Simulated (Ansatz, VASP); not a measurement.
# Cross-check of AlN between VASP and Ansatz, part 3 of 3

One calculation is typed for both programs; each brings its own data sets and cutoff. How far apart do they land?

VASP 6.6.1 and Ansatz 0.2.0.

So far: The starting structure; VASP: band structure, HSE06; Ansatz: band structure, HSE06; Side by side.

### 5. VASP: band structure, PBE-EpsX with an exact-exchange share of 0.222

Level of this step: PBE-EpsX, exact-exchange share 1/4.5; plane waves and PAW (Al, N) (VASP).

The same path points are solved in both programs, so levels can be compared one by one.

The run reads the wave functions of an earlier VASP run, which isn't shown here.

File INCAR:

```
SYSTEM = AlN
PREC = Accurate
ENCUT = 520
EDIFF = 1E-06
NELM = 100
ISMEAR = 0
SIGMA = 0.02
LREAL = .FALSE.
ALGO = Normal
LHFCALC = .TRUE.
AEXX = 0.222
GGA = PE
LASPH = .TRUE.
NBANDS = 14
PRECFOCK = Fast
HFRCUT = -1
LORBIT = 11
LWAVE = .FALSE.
LCHARG = .FALSE.
KPAR = 8
```

File POSCAR:

```
AlN
1.0
    3.1100000000      0.0000000000      0.0000000000
   -1.5550000000      2.6933390058      0.0000000000
    0.0000000000      0.0000000000      4.9800000000
Al N
2 2
Direct
    0.6666666667      0.3333333333      0.0000000000
    0.3333333333      0.6666666667      0.5000000000
    0.6666666667      0.3333333333      0.3820000000
    0.3333333333      0.6666666667      0.8820000000
```

File KPOINTS:

```
Automatic mesh
0
Gamma
5 5 3
0 0 0
```

File KPOINTS_OPT:

```
Line mode
6
Line-mode
Reciprocal
  0.00000000   0.00000000   0.00000000 GAMMA
  0.50000000   0.00000000   0.00000000 M

  0.50000000   0.00000000   0.00000000 M
  0.33333333   0.33333333   0.00000000 K

  0.33333333   0.33333333   0.00000000 K
  0.00000000   0.00000000   0.00000000 GAMMA

  0.00000000   0.00000000   0.00000000 GAMMA
  0.00000000   0.00000000   0.50000000 A

  0.00000000   0.00000000   0.50000000 A
  0.50000000   0.00000000   0.50000000 L

  0.50000000   0.00000000   0.50000000 L
  0.33333333   0.33333333   0.50000000 H

  0.33333333   0.33333333   0.50000000 H
  0.00000000   0.00000000   0.50000000 A

  0.50000000   0.00000000   0.50000000 L
  0.50000000   0.00000000   0.00000000 M

  0.33333333   0.33333333   0.00000000 K
  0.33333333   0.33333333   0.50000000 H
```

The projector-augmented-wave data sets are Al and N (PBE family, release 64).

Started as:

```console
mpirun -np 8 vasp_std
```

Numbers of over 12 decimals in the logs are rounded to 6 here.

Log:

```text
[banner, memory and clock lines left out]
running    8 mpi-ranks, on    1 nodes
[...]
[... a notice as in an earlier step ...]

 LDA part: xc-table for (Slater+PW92), standard interpolation
 found WAVECAR, reading the header
 POSCAR, INCAR and KPOINTS ok, starting setup
[...]
HFRCUT set to (new)   9.073005
 reading WAVECAR
 the WAVECAR file was read successfully
 initial charge from wavefunction
 entering main loop
       N       E                     dE             d eps       ncg     rms          rms(c)
DAV:   1    -0.359257573168E+02   -0.35926E+02   -0.71454E-01   414   0.587E+00    0.105E+01
DAV:   2    -0.359319730338E+02   -0.62157E-02   -0.10264E-02   352   0.822E-01    0.705E+00
DAV:   3    -0.359311662506E+02    0.80678E-03   -0.30727E-04   352   0.166E-01    0.424E+00
DAV:   4    -0.359308675064E+02    0.29874E-03   -0.11550E-04   358   0.790E-02    0.253E+00
DAV:   5    -0.359307756836E+02    0.91823E-04   -0.24373E-05   370   0.392E-02    0.149E+00
[...]
DAV:   8    -0.359307289954E+02    0.33720E-05   -0.12960E-06   248   0.113E-02    0.298E-01
DAV:   9    -0.359307280333E+02    0.96207E-06   -0.46055E-07   248   0.622E-03
   1 F= -.35930728E+02 E0= -.35930728E+02  d E =-.103127E-16
 Start KPOINTS_OPT (optional k-point list driver)
k-point batch [1-10\54]
       N       E                     dE             ncg
DAV:   1     0.716686828714E+03   -0.38346E+04      280
DAV:   2    -0.406741657886E+02   -0.75736E+03      356
DAV:   3    -0.103577886910E+03   -0.62904E+02      364
DAV:   4    -0.104530784532E+03   -0.95290E+00      370
DAV:   5    -0.104541171177E+03   -0.10387E-01      396
DAV:   6    -0.104541365330E+03   -0.19415E-03      376
DAV:   7    -0.104541369595E+03   -0.42653E-05      314
DAV:   8    -0.104541369726E+03   -0.13088E-06      266
[...]
k-point batch [51-54\54]
       N       E                     dE             ncg
DAV:   1     0.417660355325E+04   -0.25839E+04      112
DAV:   2     0.393368769575E+04   -0.24292E+03      144
DAV:   3     0.391495758853E+04   -0.18730E+02      148
DAV:   4     0.391464516779E+04   -0.31242E+00      160
DAV:   5     0.391464176297E+04   -0.34048E-02      160
DAV:   6     0.391464169951E+04   -0.63463E-04      150
DAV:   7     0.391464169795E+04   -0.15611E-05      128
DAV:   8     0.391464169790E+04   -0.46738E-07      104
```

OUTCAR, selected parts (step 5):

```text
 POSITION                                       TOTAL-FORCE (eV/Angst)
 -----------------------------------------------------------------------------------
      1.55500      0.89778      0.00000        -0.000000     -0.000000      0.009114
     -0.00000      1.79556      2.49000         0.000000      0.000000      0.009114
      1.55500      0.89778      1.90236        -0.000000      0.000000     -0.009114
     -0.00000      1.79556      4.39236         0.000000      0.000000     -0.009114
 -----------------------------------------------------------------------------------
    total drift:                                0.000000      0.000000      0.000255

  FREE ENERGIE OF THE ION-ELECTRON SYSTEM (eV)
  ---------------------------------------------------
  free  energy   TOTEN  =       -35.9307280333 eV

  energy  without entropy=      -35.9307280333  energy(sigma->0) =      -35.93072803

[... 2 parts as in an earlier step ...]

[... 1 further part left out ...]
[key lines of the parts left out:]
E-fermi :   5.1383
```

### 6. Ansatz: band structure, PBE-EpsX with an exact-exchange share of 0.222

The same cell, functional, mesh and smearing now go to Ansatz, which takes its cutoff from its data sets.

File input.yaml:

```yaml
crystal:
  lattice:
    - [3.11, 0.0, 0.0]
    - [-1.555, 2.6933390058, 0.0]
    - [0.0, 0.0, 4.98]
  atoms:
    - { symbol: Al, position: [0.6666666667, 0.3333333333, 0.0] }
    - { symbol: Al, position: [0.3333333333, 0.6666666667, 0.5] }
    - { symbol: "N", position: [0.6666666667, 0.3333333333, 0.382] }
    - { symbol: "N", position: [0.3333333333, 0.6666666667, 0.882] }
hamiltonian:
  xc: { exchange: pbe, correlation: pbe, exx: { coeff: 0.222 } }
  pseudopotentials: { kind: paw }
kpoints:
  mp_grid: { grid: [5, 5, 3] }
  band_path:
    path:
      - [0.0, 0.0, 0.0]
      - [0.4, 0.0, 0.0]
      - [0.4, 0.2, 0.0]
      - [0.2, 0.2, 0.0]
      - [0.0, 0.0, 0.1]
      - [0.0, 0.0, 0.5]
      - [0.4, 0.0, 0.5]
      - [0.4, 0.2, 0.5]
      - [0.2, 0.2, 0.5]
      - [0.5, 0.0, 0.4]
      - [0.33333, 0.33333, 0.0]
      - [0.33333, 0.33333, 0.5]
    npoints: 1
scf:
  occupations: { method: gaussian, width: 0.02 }
  n_extra_bands: 8
output:
  forces: true
  stress: true
  eigenvalues: true
```

Started as:

```console
ansatz run input.yaml --threads 4 --pin off --max-ram 9216MiB --backend cpu --events-out ev --progress --plain --runs-dir out
```

Log:

```text
[...]
Crystal: 4 atoms, lattice volume = 41.714 Å³
Basis set: ecut = 420 eV, 809 PW (Γ), exchange–correlation on 48×48×72 points (8 copies of the dense FFT grid, shifted against one another)
Bands: 16, of which v1, the nominal top of the filled ones, is band 8 counted from 1 (7 counted from 0)
Symmetry: 12 space group operations
[...]
k-points: 10 of 75 (time reversal used)
[...]
--- Band table (eV; the first three rows and the last of 10) ---
  k-point 0: bands = [... 4 lower, 5.0657, 5.7775, 5.7775, 6.0223, 12.0837, 14.6780, 18.9678, 19.3053, ... 4 higher]
  k-point 1: bands = [... 4 lower, 5.2346, 5.2346, 5.5898, 5.5898, 13.6116, 14.8217, 18.4215, 19.3153, ... 4 higher]
  k-point 2: bands = [... 4 lower, 4.0034, 4.5073, 5.6417, 5.7390, 13.7722, 15.8725, 16.7803, 17.9128, ... 4 higher]
  k-point 9: bands = [... 4 lower, 2.3018, 3.2745, 4.4295, 5.0379, 13.8119, 15.1499, 16.8835, 17.1253, ... 4 higher]
[key lines of the parts left out:]
Free energy (F): -1849.723324 eV
Fermi energy:    9.053009 eV
P = ⅓ Tr σ = -0.6580 GPa (-6.580 kbar)
```

The job ended after 25 s (4 threads of Arm Neoverse N1, shared host; peak memory 0.56 GiB; 88 s of CPU time).

### 7. Comparison

Both answers:

| quantity | Ansatz | VASP | difference |
| --- | --- | --- | --- |
| gap over the path points (eV) | 6.061 | 6.064 | -0.002 |

Levels at points of the path, from each program's valence-band top (eV; 4 filled, then empty):

| k (reciprocal lattice) | Ansatz | VASP |
| --- | --- | --- |
| 0.000 0.000 0.000 | -0.96 -0.24 -0.24 0.00 6.06 8.66 12.95 | -0.97 -0.25 -0.25 0.00 6.06 8.64 12.96 |
| 0.400 0.000 0.000 | -4.11 -2.18 -1.40 -0.71 7.89 8.02 10.17 | -4.12 -2.20 -1.41 -0.72 7.88 8.03 10.16 |
| 0.400 0.200 0.000 | -3.53 -3.22 -2.08 -1.94 7.20 9.53 11.19 | -3.55 -3.24 -2.09 -1.95 7.21 9.54 11.20 |
| 0.200 0.200 0.000 | -4.10 -2.30 -1.35 -0.97 8.60 9.35 10.55 | -4.13 -2.32 -1.35 -0.97 8.61 9.35 10.57 |
| 0.000 0.000 0.100 | -0.94 -0.26 -0.26 -0.24 6.26 8.69 12.87 | -0.95 -0.27 -0.27 -0.24 6.26 8.67 12.87 |
| 0.000 0.000 0.500 | -0.61 -0.61 -0.61 -0.61 8.46 8.46 12.52 | -0.62 -0.62 -0.62 -0.62 8.46 8.46 12.50 |
| 0.400 0.000 0.500 | -1.57 -1.57 -1.52 -1.52 7.41 7.41 11.47 | -1.58 -1.58 -1.54 -1.54 7.40 7.40 11.47 |
| 0.400 0.200 0.500 | -3.31 -3.31 -0.96 -0.96 8.35 8.35 11.00 | -3.32 -3.32 -0.97 -0.97 8.36 8.36 11.00 |
| 0.200 0.200 0.500 | -2.42 -2.42 -1.26 -1.26 8.52 8.52 11.61 | -2.43 -2.43 -1.27 -1.27 8.52 8.52 11.61 |
| 0.500 0.000 0.400 | -1.94 -1.83 -1.36 -1.21 6.86 7.54 11.05 | -1.95 -1.84 -1.38 -1.22 6.85 7.53 11.05 |

At this near-relaxed geometry the largest component of a force difference is 3 meV/Å. Among the levels compared at these points, filled levels agree within 35 meV and empty ones within 33 meV.

### 8. Outcome

| Item | Value |
| --- | --- |
| difference in gap over the path points (band structure, HSE06) | 0.0061 eV |
| difference in gap over the path points (band structure, PBE-EpsX with an exact-exchange share of 0.222) | -0.0022 eV |

In words: The difference in gap over the path points is 0.0061 eV (band structure, HSE06), within the 0.08 eV picked in this series as the mark of a large difference. How closely two codes agree says nothing of how well the functional describes the real material.

[Lines on the potential files, build, host, timing and source positions are cut from VASP's logs without a mark.]

[Logs are printed without paths, hosts, clocks, repeated set-up lines and the standing remarks that a program may print on its own settings, such as how far it seeks lower states.]

[Hosts, paths, dates, database ids (printed as entryN), source tags and the programs' standing remarks are cut or masked in the printed files.]
